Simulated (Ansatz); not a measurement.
Mg: frozen-core PAW against all-electron methods

```yaml
crystal:
  lattice:
    - [-1.83599, 1.83599, 1.67940]
    - [1.83599, -1.83599, 1.67940]
    - [1.83599, 1.83599, -1.67940]
  atoms:
    - { symbol: Mg, position: [0.00000, 0.00000, 0.00000] }
```

Structure from Materials Project entry mp-1056351 (possibly hypothetical), not relaxed further.

All numbers are computed: DFT, PBEsol, PAW with Ansatz's default frozen-core files, scalar-relativistic (Ansatz 0.2.0); DFT, PBEsol, all-electron LAPW, scalar-relativistic (Ansatz 0.2.0).

For PAW: a Γ-centred 15×15×15 k mesh, Fermi–Dirac smearing of 0.05 eV, cutoff 420 eV, no spin polarisation; the PAW files were made with PBE, and the program remakes their frozen cores for this functional. LAPW targets a basis error of 1 meV/atom. The Ansatz runs share mesh, smearing and spin set-up. Plane-wave (PAW) pressures include the program's estimate of the Pulay term.

Stress and pressure are positive in compression.

Levels count from the Fermi level.

PAW results:

```tsv
quantity	PAW
pressure (GPa)	-0.15
stress xx (GPa)	-0.27
stress zz (GPa)	0.09
highest filled level at Γ (eV)	-7.033
lowest empty level at Γ (eV)	11.932
highest filled level at M (eV)	-42.644
lowest empty level at M (eV)	3.183
highest filled level at Z (eV)	-42.645
lowest empty level at Z (eV)	3.260
```

(1) What does full-potential LAPW give for the same quantities?

Results:

(1) 
```tsv
quantity	LAPW
pressure (GPa)	-0.17
stress xx (GPa)	-0.29
stress zz (GPa)	0.07
highest filled level at Γ (eV)	-7.032
lowest empty level at Γ (eV)	11.913
highest filled level at M (eV)	-42.683
lowest empty level at M (eV)	3.182
highest filled level at Z (eV)	-42.683
lowest empty level at Z (eV)	3.258
```
